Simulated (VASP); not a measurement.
**GaAs: input slips in a phonon run and what they do**

Some phonon runs on GaAs get a fault in the input on purpose. Which of them show, and how? The starting structure is a measured crystal structure from the Crystallography Open Database.

Method: Kohn-Sham DFT with plane waves and PAW; LDA, in VASP 6.6.1.

### 1. The starting structure

The structure is cubic, space group F-43m (No. 216). The conventional cell has a = 5.654 Å, b = 5.654 Å, c = 5.654 Å, α = 90.00°, β = 90.00°, γ = 90.00°. As has 4 Ga at 2.45 Å nearest. Nearest to Ga lie 4 As at 2.45 Å. Farther neighbours are not listed.

Coordinates:

```cif
data_structure
_symmetry_space_group_name_H-M 'F-43m'
_symmetry_Int_Tables_number 216
_cell_length_a 5.6537
_cell_length_b 5.6537
_cell_length_c 5.6537
_cell_angle_alpha 90.000
_cell_angle_beta 90.000
_cell_angle_gamma 90.000
_cell_volume 180.72
loop_
_atom_site_label
_atom_site_type_symbol
_atom_site_symmetry_multiplicity
_atom_site_Wyckoff_symbol
_atom_site_fract_x
_atom_site_fract_y
_atom_site_fract_z
_atom_site_occupancy
As1 As 4 c 0.25000 0.25000 0.25000 1
Ga1 Ga 4 a 0.00000 0.00000 0.00000 1
```

### 2. Reference modes

The cell comes from a relaxation at this level, not shown (44.11 Å³).

INCAR reads:

```
SYSTEM = GaAs
PREC = Accurate
ENCUT = 450
EDIFF = 1E-08
NELM = 100
ISMEAR = 0
SIGMA = 0.03
LREAL = .FALSE.
ALGO = Normal
GGA = CA
NBANDS = 15
LORBIT = 11
LWAVE = .FALSE.
LCHARG = .FALSE.
KPAR = 2
IBRION = 8
LEPSILON = .TRUE.
ISIF = 2
```

POSCAR reads:

```
GaAs
1.0
    0.0000000000      2.8043737844      2.8043737844
    2.8043737844      0.0000000000      2.8043737844
    2.8043737844      2.8043737844      0.0000000000
As Ga
1 1
Direct
    0.7500000000      0.7500000000      0.7500000000
    0.0000000000      0.0000000000      0.0000000000
```

KPOINTS reads:

```
Automatic mesh
0
Gamma
6 6 6
0 0 0
```

PAW data sets: As and Ga_d (LDA family, release 64).

Command:

```
mpirun -np 2 vasp_std
```

What it wrote:

```text
[banner, memory and clock lines left out]
running    2 mpi-ranks, on    1 nodes
 distrk:  each k-point on    1 cores,    2 groups
 distr:  one band on    1 cores,    1 groups

 POSCAR found type information on POSCAR AsGa
 POSCAR found :  2 types and       2 ions
 LDA part: xc-table for (Slater(with rela. corr.)+CA(PZ))
 , standard interpolation
 POSCAR, INCAR and KPOINTS ok, starting setup
 FFT: planning ... GRIDC
 FFT: planning ... GRID_SOFT
 FFT: planning ... GRID
 WAVECAR not read
 entering main loop
       N       E                     dE             d eps       ncg     rms          rms(c)
DAV:   1     0.781365202911E+02    0.78137E+02   -0.83979E+03   488   0.155E+03
DAV:   2    -0.352670706203E+01   -0.81663E+02   -0.77940E+02   550   0.305E+02
DAV:   3    -0.974882256041E+01   -0.62221E+01   -0.62028E+01   564   0.678E+01
DAV:   4    -0.985378787202E+01   -0.10497E+00   -0.10495E+00   579   0.988E+00
DAV:   5    -0.985521550012E+01   -0.14276E-02   -0.14276E-02   592   0.101E+00    0.307E+00
DAV:   6    -0.966162075546E+01    0.19359E+00   -0.23348E-01   762   0.889E+00    0.180E+00
DAV:   7    -0.961786903403E+01    0.43752E-01   -0.68781E-02   673   0.204E+00    0.526E-01
DAV:   8    -0.961460472450E+01    0.32643E-02   -0.95001E-03   599   0.112E+00    0.109E-01
DAV:   9    -0.961457709801E+01    0.27626E-04   -0.73316E-04   600   0.348E-01    0.425E-02
DAV:  10    -0.961458310380E+01   -0.60058E-05   -0.42409E-05   727   0.705E-02    0.225E-02
DAV:  11    -0.961458824292E+01   -0.51391E-05   -0.70154E-06   571   0.420E-02    0.256E-03
DAV:  12    -0.961458811880E+01    0.12412E-06   -0.52891E-07   739   0.105E-02    0.200E-03
DAV:  13    -0.961458812092E+01   -0.21232E-08   -0.72333E-08   592   0.220E-03
   1 F= -.96145881E+01 E0= -.96145881E+01  d E =-.108533E-11
 Linear response reoptimize wavefunctions to high precision
DAV:   1    -0.961458812105E+01   -0.12369E-09   -0.13873E-09   503   0.313E-04
DAV:   2    -0.961458812108E+01   -0.29559E-10   -0.12067E-10   352   0.113E-04
 Linear response G [H, r] |phi>, progress :
  Direction:   1
       N       E                     dE             d eps       ncg     rms
RMM:   1    -0.416757567059E+02   -0.41676E+02    0.24707E+02   571   0.231E+02
RMM:   2    -0.574858411681E+02   -0.15810E+02   -0.34719E+01   965   0.344E+01
RMM:   3    -0.585283833565E+02   -0.10425E+01   -0.23409E+00   941   0.810E+00
RMM:   4    -0.585811021378E+02   -0.52719E-01   -0.21372E-01  1017   0.247E+00
RMM:   5    -0.585802216903E+02    0.88045E-03   -0.17312E-02  1010   0.613E-01
RMM:   6    -0.585804404566E+02   -0.21877E-03   -0.20005E-03  1034   0.190E-01
RMM:   7    -0.585803992584E+02    0.41198E-04   -0.32192E-04  1037   0.639E-02
RMM:   8    -0.585803932827E+02    0.59757E-05   -0.69107E-05  1050   0.244E-02
RMM:   9    -0.585803907923E+02    0.24904E-05   -0.22535E-05  1028   0.109E-02
RMM:  10    -0.585803904654E+02    0.32689E-06   -0.14806E-05   992   0.571E-03
RMM:  11    -0.585803902890E+02    0.17640E-06   -0.12370E-05   873   0.371E-03
RMM:  12    -0.585803899408E+02    0.34819E-06   -0.86584E-06   773   0.294E-03
RMM:  13    -0.585803902534E+02   -0.31262E-06   -0.11796E-05   641   0.254E-03
RMM:  14    -0.585803898957E+02    0.35773E-06   -0.81766E-06   580   0.242E-03
RMM:  15    -0.585803901635E+02   -0.26775E-06   -0.10890E-05   538   0.223E-03
RMM:  16    -0.585803900147E+02    0.14880E-06   -0.94263E-06   524   0.226E-03
RMM:  17    -0.585803900712E+02   -0.56557E-07   -0.99935E-06   511   0.221E-03
 Linear response G [H, r] |phi>, progress :
  Direction:   2
       N       E                     dE             d eps       ncg     rms
RMM:   1    -0.409078328348E+02   -0.40908E+02    0.21655E+02   575   0.230E+02
RMM:   2    -0.578920987498E+02   -0.16984E+02   -0.28293E+01   967   0.337E+01
RMM:   3    -0.595999401537E+02   -0.17078E+01   -0.22999E+00   939   0.826E+00
RMM:   4    -0.596709068139E+02   -0.70967E-01   -0.18960E-01  1010   0.253E+00
RMM:   5    -0.596727308884E+02   -0.18241E-02   -0.17753E-02  1006   0.640E-01
RMM:   6    -0.596730521814E+02   -0.32129E-03   -0.19372E-03  1025   0.191E-01
RMM:   7    -0.596730200016E+02    0.32180E-04   -0.33852E-04  1039   0.639E-02
RMM:   8    -0.596730160535E+02    0.39482E-05   -0.91025E-05  1041   0.238E-02
RMM:   9    -0.596730147554E+02    0.12981E-05   -0.57017E-05  1036   0.110E-02
RMM:  10    -0.596730136011E+02    0.11543E-05   -0.41495E-05   994   0.625E-03
RMM:  11    -0.596730137840E+02   -0.18296E-06   -0.42390E-05   869   0.453E-03
RMM:  12    -0.596730135935E+02    0.19053E-06   -0.40597E-05   736   0.364E-03
RMM:  13    -0.596730132809E+02    0.31258E-06   -0.37153E-05   627   0.348E-03
RMM:  14    -0.596730138598E+02   -0.57891E-06   -0.43195E-05   579   0.313E-03
RMM:  15    -0.596730130003E+02    0.85958E-06   -0.34345E-05   537   0.321E-03
RMM:  16    -0.596730141877E+02   -0.11874E-05   -0.46471E-05   544   0.302E-03
RMM:  17    -0.596730129261E+02    0.12616E-05   -0.33636E-05   526   0.317E-03
 Linear response G [H, r] |phi>, progress :
  Direction:   3
       N       E                     dE             d eps       ncg     rms
RMM:   1    -0.355115989349E+02   -0.35512E+02    0.28136E+02   560   0.221E+02
RMM:   2    -0.409023950718E+02   -0.53908E+01   -0.36218E+01   935   0.310E+01
RMM:   3    -0.405695499355E+02    0.33285E+00   -0.16612E+00   964   0.787E+00
[...]
RMM:   5    -0.677148497366E+01    0.12088E-03   -0.26741E-03  2763   0.419E-01    0.463E-02
RMM:   6    -0.677822898627E+01   -0.67440E-02   -0.29044E-04  2822   0.108E-01    0.143E-02
RMM:   7    -0.677821784148E+01    0.11145E-04   -0.19106E-05  2866   0.314E-02    0.580E-03
RMM:   8    -0.677838284979E+01   -0.16501E-03   -0.18286E-05  2850   0.107E-02    0.829E-04
RMM:   9    -0.677838437033E+01   -0.15205E-05   -0.26156E-07  2897   0.383E-03    0.389E-04
RMM:  10    -0.677837645483E+01    0.79155E-05   -0.27974E-06  2899   0.149E-03    0.568E-05
RMM:  11    -0.677837841932E+01   -0.19645E-05    0.43405E-07  2811   0.590E-04    0.403E-05
RMM:  12    -0.677837973922E+01   -0.13199E-05    0.54280E-07  2345   0.283E-04    0.726E-06
 change of polarisation eV/A/(eV/A) component  2 :     1.767    13.178     0.419
 dielectric tensor                  component  2 :     7.247    55.059     1.720
 Linear response to external field, progress :
  Direction:   3
       N       E                     dE             d eps       ncg     rms          rms(c)
RMM:   1    -0.718459491541E+00   -0.71846E+00    0.43283E+00  1509   0.847E+00
RMM:   2    -0.669960725863E+01   -0.59811E+01   -0.27759E-02  2645   0.190E+00    0.271E+00
RMM:   3    -0.666319186504E+01    0.36415E-01   -0.41817E-02  2758   0.130E+00    0.158E+00
RMM:   4    -0.677152726959E+01   -0.10834E+00   -0.48274E-02  2761   0.154E+00    0.101E-01
RMM:   5    -0.677151280256E+01    0.14467E-04   -0.27011E-03  2763   0.420E-01    0.461E-02
RMM:   6    -0.677823244024E+01   -0.67196E-02   -0.27990E-04  2824   0.108E-01    0.142E-02
RMM:   7    -0.677822372623E+01    0.87140E-05   -0.18567E-05  2860   0.314E-02    0.576E-03
RMM:   8    -0.677838138315E+01   -0.15766E-03   -0.16285E-05  2862   0.107E-02    0.830E-04
RMM:   9    -0.677838358685E+01   -0.22037E-05   -0.60801E-07  2899   0.381E-03    0.379E-04
RMM:  10    -0.677837651371E+01    0.70731E-05   -0.27649E-06  2900   0.148E-03    0.566E-05
RMM:  11    -0.677837717586E+01   -0.66215E-06    0.77509E-07  2823   0.586E-04    0.395E-05
RMM:  12    -0.677837892588E+01   -0.17500E-05    0.41927E-07  2348   0.280E-04    0.735E-06
 change of polarisation eV/A/(eV/A) component  3 :     1.438     0.763    13.178
 dielectric tensor                  component  3 :     5.899     3.131    55.059
 Linear response DOF=           2
 Linear response progress:
  Degree of freedom:   1/  2
       N       E                     dE             d eps       ncg     rms          rms(c)
RMM:   1    -0.449226365869E-01   -0.44923E-01    0.63924E-02  3020   0.154E+00
RMM:   2    -0.444919638128E-01    0.43067E-03   -0.41314E-03  2471   0.392E-01    0.838E-02
RMM:   3    -0.444533883082E-01    0.38576E-04   -0.48176E-04  2711   0.126E-01    0.461E-02
RMM:   4    -0.446156646641E-01   -0.16228E-03   -0.16615E-04  2716   0.569E-02    0.417E-03
RMM:   5    -0.446098366438E-01    0.58280E-05   -0.18867E-05  2832   0.167E-02    0.235E-03
RMM:   6    -0.445962912829E-01    0.13545E-04    0.13428E-07  2722   0.507E-03    0.639E-04
RMM:   7    -0.445963580258E-01   -0.66743E-07    0.32141E-07  2792   0.179E-03    0.301E-04
RMM:   8    -0.445951165494E-01    0.12415E-05    0.19732E-07  2718   0.694E-04    0.418E-05
RMM:   9    -0.445950434011E-01    0.73148E-07   -0.57512E-09  2865   0.247E-04    0.135E-05
RMM:  10    -0.445950183968E-01    0.25004E-07   -0.61615E-09  2751   0.104E-04    0.415E-06
RMM:  11    -0.445949621903E-01    0.56206E-07   -0.11911E-09  2770   0.449E-05    0.156E-06
RMM:  12    -0.445949889631E-01   -0.26773E-07   -0.24592E-09  2482   0.232E-05    0.424E-07
RMM:  13    -0.445949706289E-01    0.18334E-07   -0.39576E-09  1618   0.151E-05    0.385E-07
RMM:  14    -0.445949345411E-01    0.36088E-07   -0.42375E-09  1389   0.124E-05    0.121E-07
RMM:  15    -0.445949739433E-01   -0.39402E-07   -0.47988E-09  1143   0.114E-05    0.323E-08
 first order change of Fermi-energy  -0.70463E+00
 force on displaced ion       1 direction 1 :  -9.691  -0.000  -0.000
 Born effective charge ion    1 direction 1 :  -3.063   0.000   0.000
 Linear response progress:
  Degree of freedom:   2/  2
       N       E                     dE             d eps       ncg     rms          rms(c)
RMM:   1    -0.167302891986E+00   -0.16730E+00    0.10744E-01  1745   0.851E+00
RMM:   2    -0.165622197163E+00    0.16807E-02   -0.25460E-02  2588   0.132E+00    0.439E-02
RMM:   3    -0.165771772685E+00   -0.14958E-03   -0.30382E-03  2717   0.369E-01    0.281E-02
RMM:   4    -0.165618570652E+00    0.15320E-03   -0.14860E-03  2861   0.156E-01    0.748E-03
RMM:   5    -0.165613879721E+00    0.46909E-05   -0.21946E-04  2810   0.383E-02    0.378E-03
RMM:   6    -0.165606959845E+00    0.69199E-05   -0.86939E-05  2838   0.139E-02    0.376E-04
RMM:   7    -0.165598930963E+00    0.80289E-05   -0.26380E-05  2814   0.571E-03    0.261E-04
RMM:   8    -0.165598693169E+00    0.23779E-06   -0.21419E-05  2845   0.255E-03    0.860E-05
RMM:   9    -0.165597902223E+00    0.79095E-06   -0.85481E-06  2831   0.113E-03    0.165E-05
RMM:  10    -0.165597297389E+00    0.60483E-06   -0.33843E-06  2848   0.552E-04    0.491E-06
RMM:  11    -0.165597196082E+00    0.10131E-06   -0.24028E-06  2834   0.267E-04    0.309E-06
RMM:  12    -0.165597081799E+00    0.11428E-06   -0.93514E-07  2902   0.141E-04    0.202E-06
RMM:  13    -0.165597154449E+00   -0.72650E-07   -0.16230E-06  2878   0.818E-05    0.959E-07
RMM:  14    -0.165597024425E+00    0.13002E-06   -0.15055E-07  2739   0.531E-05    0.833E-07
[...]
RMM:  19    -0.165597041141E+00   -0.32832E-07   -0.26301E-08  1724   0.268E-05    0.238E-07
RMM:  20    -0.165597019762E+00    0.21379E-07   -0.65616E-09  1685   0.264E-05    0.227E-07
RMM:  21    -0.165597038956E+00   -0.19193E-07   -0.64621E-09  1657   0.262E-05    0.201E-07
RMM:  22    -0.165596979217E+00    0.59739E-07   -0.20368E-09  1635   0.261E-05    0.170E-07
RMM:  23    -0.165597058545E+00   -0.79328E-07   -0.24188E-09  1591   0.261E-05    0.157E-07
RMM:  24    -0.165597040295E+00    0.18250E-07   -0.33476E-09  1585   0.260E-05    0.142E-07
RMM:  25    -0.165596997758E+00    0.42537E-07   -0.40682E-09  1566   0.260E-05    0.117E-07
RMM:  26    -0.165597008790E+00   -0.11032E-07   -0.39132E-09  1578   0.260E-05    0.664E-08
 first order change of Fermi-energy   0.72084E+00
 force on displaced ion       2 direction 1 :  -9.674   0.000   0.000
 Born effective charge ion    2 direction 1 :   2.014   0.000   0.000
 Born effective charges drift removed
 Linear response finished
```

Elapsed: 2.3 min, on 2 MPI ranks of Intel Xeon 6975P-C (Granite Rapids), shared host; peak memory 0.39 GiB.

The logs omit lines about the potential files and the build; timing stands in the text.

OUTCAR, selected parts (step 2):

```text
ion  position               nearest neighbor table
   1  0.750  0.750  0.750-   2 2.43   2 2.43   2 2.43   2 2.43
   2  0.000  0.000  0.000-   1 2.43   1 2.43   1 2.43   1 2.43

  LATTYP: Found a face centered cubic cell.
 ALAT       =     5.6087475688

 Subroutine GETGRP returns: Found 24 space group operations
 (whereof 24 operations were pure point group operations)

The static configuration has the point symmetry T_d .

 Found     16 irreducible k-points:

   k-points           NKPTS =     16   k-points in BZ     NKDIM =     16   number of bands    NBANDS=     15

   dimension x,y,z NGX =    28 NGY =   28 NGZ =   28
   dimension x,y,z NGXF=    56 NGYF=   56 NGZF=   56

   ENCUT  =  450.0 eV  33.07 Ry    5.75 a.u.   6.86  6.86  6.86*2*pi/ulx,y,z

   NELECT =      18.0000    total number of electrons

 k-points in reciprocal lattice and weights: Automatic mesh
   0.00000000  0.00000000  0.00000000       0.005
   0.16666667  0.00000000  0.00000000       0.037
   0.33333333  0.00000000  0.00000000       0.037
   0.50000000  0.00000000  0.00000000       0.019
   0.16666667  0.16666667  0.00000000       0.028
   0.33333333  0.16666667  0.00000000       0.111
   0.50000000  0.16666667  0.00000000       0.111
  -0.33333333  0.16666667  0.00000000       0.111
  -0.16666667  0.16666667  0.00000000       0.056
[...]
-0.33333333  0.33333333  0.16666667       0.111
  -0.33333333  0.50000000  0.16666667       0.056

 average (electrostatic) potential at core
       1 -53.5566       2 -67.3271

  Total       -0.0047105     -0.0047105     -0.0047105      0.0000000     -0.0000000     -0.0000000
  in kB       -0.1710960     -0.1710960     -0.1710960      0.0000000     -0.0000000     -0.0000000
  external PRESSURE =      -0.1710960 kB  Pullay stress =       0.0000000 kB

  energy-cutoff  :      450.00
  volume of cell :       44.11
      direct lattice vectors                 reciprocal lattice vectors
     0.000000000  2.804373784  2.804373784    -0.178292923  0.178292923  0.178292923
     2.804373784  0.000000000  2.804373784     0.178292923 -0.178292923  0.178292923
     2.804373784  2.804373784  0.000000000     0.178292923  0.178292923 -0.178292923

 POSITION                                       TOTAL-FORCE (eV/Angst)
 -----------------------------------------------------------------------------------
      4.20656      4.20656      4.20656        -0.000000      0.000000     -0.000000
      0.00000      0.00000      0.00000         0.000000     -0.000000      0.000000
 -----------------------------------------------------------------------------------
    total drift:                               -0.000001     -0.000001     -0.000001

 MACROSCOPIC STATIC DIELECTRIC TENSOR (including local field effects in DFT)
 ------------------------------------------------------
          55.058711     0.000000    -0.000000
          -0.000000    55.058711     0.000000
           0.000000     0.000000    55.058711
 ------------------------------------------------------

 PIEZOELECTRIC TENSOR (including local field effects)  for field in x, y, z        (C/m^2)
          XX          YY          ZZ          XY          YZ          ZX
  --------------------------------------------------------------------------------
  x    -0.00000     0.00000     0.00000     0.00000     1.31957     0.00000
  y    -0.00000     0.00000    -0.00000     0.00000     0.00000     1.31957
  z     0.00000     0.00000     0.00000     1.31957     0.00000     0.00000

 BORN EFFECTIVE CHARGES (including local field effects) (in |e|, cummulative output)
 ---------------------------------------------------------------------------------
 ion    1
    1    -2.54474    -0.00000    -0.00000
    2     0.00000    -2.54474     0.00000
    3     0.00000     0.00000    -2.54474
 ion    2
    1     2.54474     0.00000     0.00000
    2     0.00000     2.54474     0.00000
    3    -0.00000    -0.00000     2.54474

 Eigenvectors and eigenvalues of the dynamical matrix
 ----------------------------------------------------

   1 f  =    8.094703 THz    50.860520 2PiTHz  270.010234 cm-1    33.476987 meV
             X         Y         Z           dx          dy          dz
      4.206561  4.206561  4.206561     0.000000    0.694590    0.000000
      0.000000  0.000000  0.000000     0.000000   -0.719405    0.000000

   2 f  =    8.094703 THz    50.860520 2PiTHz  270.010234 cm-1    33.476987 meV
             X         Y         Z           dx          dy          dz
      4.206561  4.206561  4.206561    -0.694590    0.000000    0.000000
      0.000000  0.000000  0.000000     0.719405    0.000000    0.000000

   3 f  =    8.094703 THz    50.860520 2PiTHz  270.010234 cm-1    33.476987 meV
             X         Y         Z           dx          dy          dz
      4.206561  4.206561  4.206561     0.000000    0.000000   -0.694590
      0.000000  0.000000  0.000000     0.000000    0.000000    0.719405

   4 f/i=    0.003462 THz     0.021754 2PiTHz    0.115489 cm-1     0.014319 meV
             X         Y         Z           dx          dy          dz
      4.206561  4.206561  4.206561     0.719405    0.000000    0.000000
      0.000000  0.000000  0.000000     0.694590    0.000000    0.000000

   5 f/i=    0.003462 THz     0.021754 2PiTHz    0.115489 cm-1     0.014319 meV
             X         Y         Z           dx          dy          dz
      4.206561  4.206561  4.206561     0.000000   -0.719405    0.000000
      0.000000  0.000000  0.000000     0.000000   -0.694590    0.000000

   6 f/i=    0.003462 THz     0.021754 2PiTHz    0.115489 cm-1     0.014319 meV
             X         Y         Z           dx          dy          dz
      4.206561  4.206561  4.206561     0.000000    0.000000    0.719405
      0.000000  0.000000  0.000000     0.000000    0.000000    0.694590

 MACROSCOPIC STATIC DIELECTRIC TENSOR IONIC CONTRIBUTION
 ------------------------------------------------------
           2.743591    -0.000000     0.000000
          -0.000000     2.743591     0.000000
           0.000000     0.000000     2.743591
 ------------------------------------------------------

 ELASTIC MODULI CONTR FROM IONIC RELAXATION (kBar)
 Direction    XX          YY          ZZ          XY          YZ          ZX
 --------------------------------------------------------------------------------
 XX          -0.0000      0.0000      0.0000     -0.0000      0.0000      0.0000
 YY           0.0000     -0.0000     -0.0000     -0.0000     -0.0000      0.0000
 ZZ           0.0000     -0.0000     -0.0000      0.0000     -0.0000      0.0000
 XY          -0.0000     -0.0000      0.0000   -192.7043     -0.0000     -0.0000
 YZ           0.0000     -0.0000     -0.0000     -0.0000   -192.7043      0.0000
 ZX           0.0000      0.0000      0.0000     -0.0000      0.0000   -192.7043
 --------------------------------------------------------------------------------

 PIEZOELECTRIC TENSOR IONIC CONTR  for field in x, y, z        (C/m^2)
          XX          YY          ZZ          XY          YZ          ZX
  --------------------------------------------------------------------------------
  x     0.00000    -0.00000    -0.00000    -0.00000    -0.68419     0.00000
  y     0.00000     0.00000     0.00000    -0.00000     0.00000    -0.68419
  z    -0.00000    -0.00000     0.00000    -0.68419    -0.00000    -0.00000
```

Energies printed during the response cycles are not total energies of the cell.

Reference: the zone-centre mode is T2 270.0 cm⁻¹.

(Continued in part 2 of 2.)

[Lines on the potential files, build, host, timing and source positions are cut from VASP's logs without a mark.]

[Logs are printed without paths, hosts, clocks, repeated set-up lines and the standing remarks that a program may print on its own settings, such as how far it seeks lower states.]

[Hosts, paths, dates, database ids (printed as entryN), source tags and the programs' standing remarks are cut or masked in the printed files.]
